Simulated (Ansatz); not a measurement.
# Sb (R-3m) in Ansatz: a series of runs

The runs below take Sb through relaxation of cell and atoms, with PBE+D4, PBE+D3(BJ).

Everything below comes from runs of Ansatz 0.2.0. Logs are shortened: lines on timing, memory, paths and dates and some standing lists are left out, and cuts for length are marked.

## (1) The structure

Symmetry: R-3m, No. 166, trigonal system. The conventional cell has a = 4.308 Å, b = 4.308 Å, c = 11.274 Å, α = 90.00°, β = 90.00°, γ = 120.00°. Sb (site symmetry 3m) has 3 Sb at 2.91 Å as nearest neighbours.

## (2) Relaxation of cell and atoms, PBE+D4

input.yaml

```yaml
crystal:
  lattice:
    - [2.1542, 1.2437279499, 3.758]
    - [-2.1542, 1.2437279499, 3.758]
    - [0.0, -2.4874558998, 3.758]
  atoms:
    - { symbol: Sb, position: [0.76651, 0.76651, 0.76651] }
    - { symbol: Sb, position: [0.23349, 0.23349, 0.23349] }
hamiltonian:
  xc: pbe
  pseudopotentials: { kind: paw }
  dispersion: d4
kpoints:
  mp_grid: { grid: [8, 8, 8] }
scf:
  occupations: { method: fermi_dirac, width: 0.05 }
output:
  forces: true
  stress: true
  eigenvalues: true
  write_density: true
  write_potential: true
  elf: true
  volumetric_format: npy
relax:
  f_tol: 0.01
  max_steps: 40
  cell: { stress_tol: 0.05 }
```

Potentials or basis: Ansatz PAW.

Launch:

```sh
> ansatz run input.yaml --threads 2 --pin off --max-ram 5632MiB --backend cpu --events-out ev --progress --plain --runs-dir out
```

Log:

```text
Warning: RAYON_NUM_THREADS=2 ignored (pool sized by the plan → 2); use --threads N
Engine: ansatz 0.2.0, x86_64-unknown-linux-gnu
Pseudopotentials: kind: paw
Pseudopotential: Sb, paw, valence charge 15, recommended cutoff 420 eV (normal), Sb.paw.azcp
Functional definition: PBE
  parameter kappa = 0.804
  parameter beta = 0.06672455060314922
  exchange = pbe_x(kappa = kappa, mu = beta*pi^2/3)
  correlation = pbe_c(beta = beta)
Crystal: 2 atoms, lattice volume = 60.411 Å³
Basis set: ecut = 420 eV, 1195 PW (Γ), exchange–correlation on 64×64×64 points (8 copies of the dense FFT grid, shifted against one another)
Bands: 19, of which v1, the nominal top of the filled ones, is band 15 counted from 1 (14 counted from 0)
Symmetry: 12 space group operations
Space group: R-3m (ITA 166), of the structure as read, at distance tolerance 3.9e-5 Å
k-points: 65 of 512
Non-local potential: Sb, projectors of the file, l = 0: 2, l = 1: 2, l = 2: 2, l = 3: 2
PAW form: soft (Blöchl's): semilocal exchange-correlation on the pseudo side does not see the compensation charge
PAW one-centre angular grid: Sb, 590 points (default); XC on 64 Gauss nodes
Initial density: superposition of atomic densities (neutral atoms: chi_scale 0, normalization atom), corrected by the library's trained network
Initial wavefunctions: pseudopotential atomic-orbital guess
Functional: x = pbe(κ = 0.804, μ = 0.2195149727645171), c = pbe(β = 0.06672455060314922)
SCF iter   1: F=—  HF=-12969.983150 eV  |F-HF|=—  |Δ(HF+E_count)|=         —  Δρ=1.47e-3  dr2=1.26e-3  ethr=1.77e-3  ⟨swp⟩=6.2  Hψ=6481  notcnv=0
preconditioner: auto → Kerker (q_TF=auto, 2.428 Å⁻¹)  [metal: Δε(μ)=0.029 eV  Ē_g=8.675 eV  σ=0.050 eV  W_gap=0.14  n_scr=14 (ndim 8)  ℏωp=15.1 eV  f_vac=0.002  D(μ)=0.40/eV (n_scr^D=0)]
SCF iter   2: F=—  HF=-12969.981760 eV  |F-HF|=—  |Δ(HF+E_count)|=   1.39e-3  Δρ=8.46e-4  dr2=3.40e-4  ethr=4.20e-6  ⟨swp⟩=2.4  Hψ=2722  notcnv=0
SCF iter   3: F=—  HF=-12969.981865 eV  |F-HF|=—  |Δ(HF+E_count)|=   1.05e-4  Δρ=3.04e-4  dr2=4.91e-5  ethr=1.13e-6  ⟨swp⟩=3.0  Hψ=2236  notcnv=0
SCF iter   4: F=—  HF=-12969.981875 eV  |F-HF|=—  |Δ(HF+E_count)|=   9.78e-6  Δρ=1.14e-4  dr2=8.93e-6  ethr=1.64e-7  ⟨swp⟩=2.5  Hψ=1796  notcnv=0
SCF iter   5: F=—  HF=-12969.981877 eV  |F-HF|=—  |Δ(HF+E_count)|=   1.47e-6  Δρ=2.82e-5  dr2=1.10e-6  ethr=2.98e-8  ⟨swp⟩=2.1  Hψ=2174  notcnv=0
SCF iter   6: F=—  HF=-12969.981877 eV  |F-HF|=—  |Δ(HF+E_count)|=   4.57e-7  Δρ=1.51e-5  dr2=1.29e-7  ethr=3.66e-9  ⟨swp⟩=2.0  Hψ=1564  notcnv=0
SCF iter   7: F=-12969.981877 eV  HF=-12969.981877 eV  |F-HF|=1.75e-9  |Δ(HF+E_count)|=   1.11e-8  Δρ=2.94e-6  dr2=6.16e-9  ethr=3.33e-10  ⟨swp⟩=8.9  Hψ=7311  notcnv=0
SCF 1 converged in 7 iterations: F = -12969.981877 eV  dr2 = 6.16e-9
relax step   1: F+E_penalty+E_count = -12969.98187700 eV  Δ(F+E_penalty+E_count) = +0.000e0 eV  max|allowed force component| = 1.571e-1 eV/Å  Δτ_max = 0.0000 Å  P = +0.051 GPa  Ω = 60.411 Å³  (7 SCF iters, dr2 threshold 1.00e-7 eV, accepted)
Crystal: 2 atoms, lattice volume = 60.112 Å³
Basis set: ecut = 420 eV, 1171 PW (Γ), exchange–correlation on 64×64×64 points (8 copies of the dense FFT grid, shifted against one another)
Initial density: handed on by an earlier stage of this run
Initial wavefunctions: those handed on with the density
iter 1 solved again at ethr=2.60e-6 eV; its pass at ethr=3.10e-3 eV (dr2=7.80e-4 eV) is discarded
SCF iter   1: F=—  HF=-12969.986035 eV  |F-HF|=—  |Δ(HF+E_count)|=         —  Δρ=1.35e-3  dr2=8.05e-4  ethr=2.60e-6  ⟨swp⟩=2.1  Hψ=8047  notcnv=0
preconditioner: auto → Kerker (q_TF=auto, 2.430 Å⁻¹)  [metal: Δε(μ)=0.070 eV  Ē_g=8.663 eV  σ=0.050 eV  W_gap=0.32  n_scr=14 (ndim 8)  ℏωp=15.1 eV  f_vac=0.001  D(μ)=0.44/eV (n_scr^D=0)]
SCF iter   2: F=—  HF=-12969.985953 eV  |F-HF|=—  |Δ(HF+E_count)|=   8.22e-5  Δρ=8.39e-4  dr2=3.26e-4  ethr=2.60e-6  ⟨swp⟩=1.0  Hψ=1235  notcnv=0
SCF iter   3: F=—  HF=-12969.985901 eV  |F-HF|=—  |Δ(HF+E_count)|=   5.23e-5  Δρ=1.00e-4  dr2=7.95e-6  ethr=1.09e-6  ⟨swp⟩=2.0  Hψ=1480  notcnv=0
SCF iter   4: F=—  HF=-12969.985902 eV  |F-HF|=—  |Δ(HF+E_count)|=   9.42e-7  Δρ=3.92e-5  dr2=1.36e-6  ethr=2.65e-8  ⟨swp⟩=2.9  Hψ=2243  notcnv=0
SCF iter   5: F=-12969.985902 eV  HF=-12969.985902 eV  |F-HF|=7.70e-8  |Δ(HF+E_count)|=   2.69e-7  Δρ=1.25e-5  dr2=1.47e-7  ethr=6.67e-10  ⟨swp⟩=7.1  Hψ=7562  notcnv=0
SCF 2 converged in 5 iterations: F = -12969.985902 eV  dr2 = 1.47e-7
relax step   2: F+E_penalty+E_count = -12969.98590203 eV  Δ(F+E_penalty+E_count) = -4.025e-3 eV  max|allowed force component| = 6.589e-2 eV/Å  Δτ_max = 0.0278 Å  P = -0.458 GPa  Ω = 60.112 Å³  energy of the carried Pulay correction = +6.256e-5 eV  (5 SCF iters, dr2 threshold 2.00e-7 eV, accepted)
Crystal: 2 atoms, lattice volume = 59.642 Å³
Basis set: ecut = 420 eV, 1183 PW (Γ), exchange–correlation on 64×64×64 points (8 copies of the dense FFT grid, shifted against one another)
iter 1 solved again at ethr=1.95e-7 eV; its pass at ethr=3.10e-3 eV (dr2=5.85e-5 eV) is discarded
SCF iter   1: F=—  HF=-12969.987736 eV  |F-HF|=—  |Δ(HF+E_count)|=         —  Δρ=2.52e-4  dr2=3.46e-5  ethr=1.95e-7  ⟨swp⟩=2.9  Hψ=8187  notcnv=0
preconditioner: auto → Kerker (q_TF=auto, 2.433 Å⁻¹)  [metal: Δε(μ)=0.035 eV  Ē_g=8.703 eV  σ=0.050 eV  W_gap=0.17  n_scr=14 (ndim 8)  ℏωp=15.2 eV  f_vac=0.001  D(μ)=0.38/eV (n_scr^D=0)]
SCF iter   2: F=—  HF=-12969.987738 eV  |F-HF|=—  |Δ(HF+E_count)|=   2.24e-6  Δρ=1.64e-4  dr2=1.80e-5  ethr=1.15e-7  ⟨swp⟩=1.0  Hψ=1235  notcnv=0
SCF iter   3: F=—  HF=-12969.987739 eV  |F-HF|=—  |Δ(HF+E_count)|=   1.19e-6  Δρ=2.87e-5  dr2=8.22e-7  ethr=5.99e-8  ⟨swp⟩=1.9  Hψ=1325  notcnv=0
SCF iter   4: F=-12969.987739 eV  HF=-12969.987739 eV  |F-HF|=7.00e-8  |Δ(HF+E_count)|=   3.09e-7  Δρ=9.94e-6  dr2=6.10e-8  ethr=6.67e-10  ⟨swp⟩=10.8  Hψ=9345  notcnv=0
SCF 3 converged in 4 iterations: F = -12969.987739 eV  dr2 = 6.10e-8
relax step   3: F+E_penalty+E_count = -12969.98773943 eV  Δ(F+E_penalty+E_count) = -1.837e-3 eV  max|allowed force component| = 1.666e-2 eV/Å  Δτ_max = 0.0006 Å  P = -0.043 GPa  Ω = 59.642 Å³  energy of the carried Pulay correction = +1.614e-4 eV  (4 SCF iters, dr2 threshold 2.00e-7 eV, accepted)
Crystal: 2 atoms, lattice volume = 59.560 Å³
iter 1 solved again at ethr=4.80e-8 eV; its pass at ethr=3.10e-3 eV (dr2=1.44e-5 eV) is discarded
SCF iter   1: F=—  HF=-12969.987956 eV  |F-HF|=—  |Δ(HF+E_count)|=         —  Δρ=1.43e-4  dr2=1.28e-5  ethr=4.80e-8  ⟨swp⟩=3.0  Hψ=8298  notcnv=0
preconditioner: auto → Kerker (q_TF=auto, 2.434 Å⁻¹)  [metal: Δε(μ)=0.049 eV  Ē_g=8.711 eV  σ=0.050 eV  W_gap=0.24  n_scr=14 (ndim 8)  ℏωp=15.2 eV  f_vac=0.001  D(μ)=0.35/eV (n_scr^D=0)]
SCF iter   2: F=—  HF=-12969.987956 eV  |F-HF|=—  |Δ(HF+E_count)|=   5.98e-7  Δρ=9.52e-5  dr2=6.77e-6  ethr=4.28e-8  ⟨swp⟩=1.0  Hψ=1235  notcnv=0
SCF iter   3: F=—  HF=-12969.987956 eV  |F-HF|=—  |Δ(HF+E_count)|=   6.68e-8  Δρ=1.47e-5  dr2=2.05e-7  ethr=2.26e-8  ⟨swp⟩=2.0  Hψ=1462  notcnv=0
SCF iter   4: F=-12969.987956 eV  HF=-12969.987956 eV  |F-HF|=9.67e-9  |Δ(HF+E_count)|=   6.31e-8  Δρ=4.13e-6  dr2=1.05e-8  ethr=3.55e-10  ⟨swp⟩=10.1  Hψ=8558  notcnv=0
SCF 4 converged in 4 iterations: F = -12969.987956 eV  dr2 = 1.05e-8
relax step   4: F+E_penalty+E_count = -12969.98795630 eV  Δ(F+E_penalty+E_count) = -2.169e-4 eV  max|allowed force component| = 4.660e-3 eV/Å  Δτ_max = 0.0008 Å  P = +0.015 GPa  Ω = 59.560 Å³  energy of the carried Pulay correction = +1.788e-4 eV  (4 SCF iters, dr2 threshold 1.07e-7 eV, accepted)
Basis set: ecut = 420 eV, 1183 PW (Γ), exchange–correlation on 60×60×60 points (8 copies of the dense FFT grid, shifted against one another)
Initial wavefunctions: pseudopotential atomic-orbital guess (no wavefunctions were taken with the density)
iter 1 solved again at ethr=4.75e-7 eV; its pass at ethr=3.10e-3 eV (dr2=1.42e-4 eV) is discarded
SCF iter   1: F=—  HF=-12969.987765 eV  |F-HF|=—  |Δ(HF+E_count)|=         —  Δρ=2.25e-5  dr2=4.52e-8  ethr=4.75e-7  ⟨swp⟩=2.8  Hψ=9425  notcnv=0
eigensolver tolerance schedule: the retry pair's looser diagonalisation over-reported the residual by 3149.86 of it (diagonalisation noise at 0.93 of the residual, at the tolerance the schedule requests for it); recorded, not acted on — ethr = c·dr2/N_el stays at c = 1.0e-1
SCF iter   2: F=—  HF=-12969.987767 eV  |F-HF|=—  |Δ(HF+E_count)|=   1.88e-6  Δρ=1.25e-5  dr2=1.70e-8  ethr=1.51e-10  ⟨swp⟩=2.8  Hψ=2369  notcnv=0
SCF iter   3: F=—  HF=-12969.987767 eV  |F-HF|=—  |Δ(HF+E_count)|=   4.99e-8  Δρ=1.54e-6  dr2=1.73e-9  ethr=5.68e-11  ⟨swp⟩=2.2  Hψ=2021  notcnv=0
SCF iter   4: F=—  HF=-12969.987767 eV  |F-HF|=—  |Δ(HF+E_count)|=  2.02e-10  Δρ=9.77e-7  dr2=7.65e-10  ethr=5.77e-12  ⟨swp⟩=2.2  Hψ=2187  notcnv=0
SCF iter   5: F=—  HF=-12969.987767 eV  |F-HF|=—  |Δ(HF+E_count)|=  2.98e-10  Δρ=3.22e-7  dr2=5.95e-11  ethr=2.55e-12  ⟨swp⟩=2.0  Hψ=1564  notcnv=0
SCF iter   6: F=-12969.987767 eV  HF=-12969.987767 eV  |F-HF|=5.46e-12  |Δ(HF+E_count)|=  5.46e-12  Δρ=1.13e-7  dr2=6.47e-12  ethr=1.00e-12  ⟨swp⟩=6.0  Hψ=5015  notcnv=0
SCF 5 converged in 6 iterations: F = -12969.987767 eV  dr2 = 6.47e-12
relax step   5: F+E_penalty+E_count = -12969.98776734 eV  Δ(F+E_penalty+E_count) = +1.890e-4 eV  max|allowed force component| = 4.691e-3 eV/Å  Δτ_max = 0.0000 Å  P = +0.015 GPa  Ω = 59.560 Å³  stress off target by 4.71e-2 GPa  SCF on the basis re-selected at this cell (its energy is not comparable with the rows above)  (6 SCF iters)
basis re-selected at this cell: Δ(F+E_penalty+E_count) = +1.890e-4 eV, ΔP = +0.001 GPa vs the last step (what re-selecting the basis moved, of the pressure what is left beyond the Pulay correction that the steps carried, after the strain that the cell walked since its last selection, with what the two solves' SCF thresholds leave and, on support functions, any second-order correction that the steps lacked; it is no measure of the basis error at this ecutwfc). The dense FFT grid was sized anew with the basis: this SCF ran on 30×30×30 points, the steps before it on 32×32×32, so part of this shift can come from that change (see relax.cell in the input reference). This SCF's stress stands 4.71e-2 GPa from its target on what of the cell is left free (relax.cell.stress_tol is 5.00e-2 GPa) and its largest allowed force component is 4.69e-3 eV/Å (relax.f_tol is 1.00e-2 eV/Å): within both
SCF converged after 6 iterations
Free energy (F): -12969.987767 eV
Harris-Foulkes:  -12969.987767 eV  (|F-HF|=5.46e-12)
Internal energy: -12969.984928 eV  (E = F + TS)
E sigma→0 (E₀):  -12969.986348 eV
Entropy (-TS):   -0.002839 eV (-1.420 meV/atom)
Fermi energy:    10.309530 eV
--- Per-component energies (eV) ---
  E_band       = -332.832456
  E_kinetic    = 414.231156
  E_local      = -3161.636301  (includes V_loc(G=0)·N_el)
  E_nonlocal   = 724.388194
  E_hartree    = 1435.798582
  E_xc         = -277.116476
  E_vxc        = -192.804985  (∫ρ·V_xc dr)
  E_paw        = -9150.575560  (= ΣΔE_a)
  E_vpaw       = -988.607647  (= ΣTr[D̂ρ^β])
  E_aug_tail   = -0.000003  (compensation charges beyond the density's cutoff)
  E_ewald      = -2954.039270
  E_disp       = -1.035252  (pairwise vdW)
  E_smearing   = -0.002839  (= −TS)
  E_closure    = 0.000000  (closes the sum)
  Σ components = -12969.987767   (vs F -12969.987767, Δ=0.00e0)
--- Forces (eV/Å), atoms counted from 1 ---
  atom   1  Sb    -0.00000000     0.00000000    -0.00469110
  atom   2  Sb     0.00000000     0.00000000     0.00469110
  max |Σ_I F_I| component: 2.78e-17 eV/Å
--- Stress (GPa, compression-positive) ---
       -0.000320      -0.000000      -0.000000
       -0.000000      -0.000320      -0.000000
       -0.000000      -0.000000       0.047136
  P = ⅓ Tr σ = 0.0155 GPa (0.155 kbar)
--- Band table (eV; the first three rows and the last of 65) ---
  k-point 0: bands = ["-19.1764", "-19.1764", "-19.0885", "-19.0885", "-19.0674", "-18.9768", "-18.9768", "-18.9710", "-18.8947", "-18.8947", "-2.4854", "5.5583", "8.3133", "8.4263", "8.4263", "12.6053", "13.0931", "13.0931", "15.2600"]
  k-point 1: bands = ["-19.1692", "-19.1672", "-19.0852", "-19.0836", "-19.0633", "-18.9809", "-18.9799", "-18.9749", "-18.9040", "-18.9024", "-2.3120", "4.7777", "8.3405", "8.4106", "8.8026", "12.3625", "12.6107", "12.6321", "14.8389"]
  k-point 2: bands = ["-19.1497", "-19.1413", "-19.0766", "-19.0696", "-19.0516", "-18.9925", "-18.9917", "-18.9835", "-18.9292", "-18.9230", "-1.7964", "3.2674", "8.4028", "8.4033", "9.2922", "11.5447", "11.6568", "11.7074", "15.2581"]
  k-point 64: bands = ["-19.1155", "-19.1155", "-19.0653", "-19.0653", "-19.0419", "-18.9945", "-18.9942", "-18.9942", "-18.9606", "-18.9606", "-0.7233", "1.1182", "8.9864", "8.9864", "9.8126", "10.2069", "10.2069", "11.1815", "17.6250"]
--- Relaxed structure (4 steps of the walk, 4 accepted, 1 SCFs on fresh bases) ---
  F+E_penalty+E_count = -12969.98776734 eV   max|allowed force component| = 4.691e-3 eV/Å   (the final SCF, on the basis selected at the relaxed cell)
  cell:  # Å, volume = 59.5597 Å³
    - [2.1629423193834363, 1.2487753303376603, 3.6751251210480747]
    - [-2.1629423193834363, 1.2487753303376603, 3.6751251210480747]
    - [-1.1215651934390368e-34, -2.4975506606753206, 3.6751251210480747]
  atoms:
    - { symbol: Sb, position: [0.7641725103271958, 0.7641725103271958, 0.7641725103271958] }
    - { symbol: Sb, position: [0.23582748967280417, 0.23582748967280417, 0.23582748967280417] }
```

Wall time 15 s (2 threads of Intel Xeon at 2.70GHz, shared host); peak memory 0.42 GiB.

Results:

| Item | Value |
| --- | --- |
| Free energy | -12969.9878 eV |
| Relaxed volume | 29.78 Å³/atom |
| Relaxed cell | a = 4.443 Å, b = 4.443 Å, c = 4.443 Å, α = 58.26°, β = 58.26°, γ = 58.26° |
| Space group after relaxing (to 0.05 Å) | R-3m (No. 166) |
| Energy gained by relaxing | 2.9 meV/atom |
| Ionic steps | 5 |
| Pressure after relaxing | 0.0 GPa |
| Largest force after relaxing | 0.005 eV/Å |
| Band gap on the k mesh | none (metal or under the smearing width) |

Forces on the atoms (eV/Å):
```
Sb   0.000  0.000 -0.005
Sb   0.000  0.000  0.005
```

The path:
| step | energy change (eV) | largest force (eV/Å) | volume (Å³) |
| --- | --- | --- | --- |
| 1 | 0.0000 | 0.1571 | 60.41 |
| 2 | -0.0040 | 0.0659 | 60.11 |
| 3 | -0.0059 | 0.0167 | 59.64 |
| 4 | -0.0061 | 0.0047 | 59.56 |
| 5 | -0.0059 | 0.0047 | 59.56 |

Final structure:
```cif
data_structure
_symmetry_space_group_name_H-M 'P 1'
_symmetry_Int_Tables_number 1
_cell_length_a 4.4435
_cell_length_b 4.4435
_cell_length_c 4.4435
_cell_angle_alpha 58.257
_cell_angle_beta 58.257
_cell_angle_gamma 58.257
_cell_volume 59.56
loop_
_atom_site_label
_atom_site_type_symbol
_atom_site_fract_x
_atom_site_fract_y
_atom_site_fract_z
_atom_site_occupancy
Sb1 Sb 0.76417 0.76417 0.76417 1
Sb2 Sb 0.23583 0.23583 0.23583 1
```

Caveat: the plane-wave basis is chosen anew once the cell has moved, so the energies of steps on either side of that aren't comparable; pairwise dispersion overbinds metals, which lowers pressure and volume.

## (3) Relaxation of cell and atoms, PBE+D3(BJ)

input.yaml: that of step 2 with these lines changed.

```diff
@@ -11,3 +11,3 @@
   pseudopotentials: { kind: paw }
-  dispersion: d4
+  dispersion: d3bj
 kpoints:
@@ -19,7 +19,2 @@
   stress: true
-  eigenvalues: true
-  write_density: true
-  write_potential: true
-  elf: true
-  volumetric_format: npy
 relax:
```

Potentials or basis: Ansatz PAW.

Launch:

```sh
> ansatz run input.yaml --threads 2 --pin off --max-ram 5120MiB --backend cpu --events-out ev --progress --plain --runs-dir out
```

Run time: 6.4 s. Hardware: 2 threads of Intel Xeon Platinum 8488C (Sapphire Rapids), shared host; peak memory 0.45 GiB.

Results (log left out):

```yaml
Free_energy: -12969.9120 eV
Relaxed_volume: 29.80 Å³/atom
Relaxed_cell: a = 4.445 Å, b = 4.445 Å, c = 4.445 Å, α = 58.25°, β = 58.25°, γ = 58.25°
Space_group_after_relaxing_to_0.05_Å: R-3m (No. 166)
Energy_gained_by_relaxing: 2.9 meV/atom
Ionic_steps: 5
Pressure_after_relaxing: 0.0 GPa
Largest_force_after_relaxing: 0.005 eV/Å
```

Forces on the atoms (eV/Å):
```
Sb   0.000  0.000 -0.005
Sb   0.000  0.000  0.005
```

The path:
| step | energy change (eV) | largest force (eV/Å) | volume (Å³) |
| --- | --- | --- | --- |
| 1 | 0.0000 | 0.1582 | 60.41 |
| 2 | -0.0038 | 0.0696 | 60.18 |
| 3 | -0.0057 | 0.0173 | 59.73 |
| 4 | -0.0059 | 0.0048 | 59.60 |
| 5 | -0.0058 | 0.0049 | 59.60 |

Final structure:
```cif
data_structure
_symmetry_space_group_name_H-M 'P 1'
_symmetry_Int_Tables_number 1
_cell_length_a 4.4447
_cell_length_b 4.4447
_cell_length_c 4.4447
_cell_angle_alpha 58.247
_cell_angle_beta 58.247
_cell_angle_gamma 58.247
_cell_volume 59.60
loop_
_atom_site_label
_atom_site_type_symbol
_atom_site_fract_x
_atom_site_fract_y
_atom_site_fract_z
_atom_site_occupancy
Sb1 Sb 0.76419 0.76419 0.76419 1
Sb2 Sb 0.23581 0.23581 0.23581 1
```

Caveat: the plane-wave basis is chosen anew once the cell has moved, so the energies of steps on either side of that aren't comparable.
